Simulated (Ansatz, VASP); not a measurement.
W in VASP and in Ansatz

```xyz
1
Lattice="-1.5772 1.5772 1.5772 1.5772 -1.5772 1.5772 1.5772 1.5772 -1.5772" Properties=species:S:1:pos:R:3 pbc="T T T"
W     0.0000    0.0000    0.0000
```

Alike in both runs: functional PBEsol; k mesh 18 × 18 × 18; occupations gaussian, width 0.1 eV; no spin polarisation.

Ansatz relaxed the structure, and its values are those at the end. VASP's run is a single point on that final structure, the one shown.

|  | VASP | Ansatz |
| --- | --- | --- |
| version | VASP 6.6.1 | Ansatz 0.2.0 |
| potentials or method | VASP PAW PBE potentials, release 64 (W_sv) | scalar-relativistic, plane waves, PAW |
| plane-wave cutoff (eV) | 520 | 420 |
| valence electrons in the cell | 14 | 14 |

```tsv
	VASP	Ansatz	Ansatz less VASP
gap on the k mesh at the Fermi level (eV)	none	none	-
pressure (GPa)	0.7	0.0	-0.66
```

A gap of «none» marks a metal or a gap that the smearing closes.

Caveats: the PAW data sets were made with another functional, which shifts forces and pressure a little (VASP). Spin-orbit coupling is left out, which matters for the levels of W.
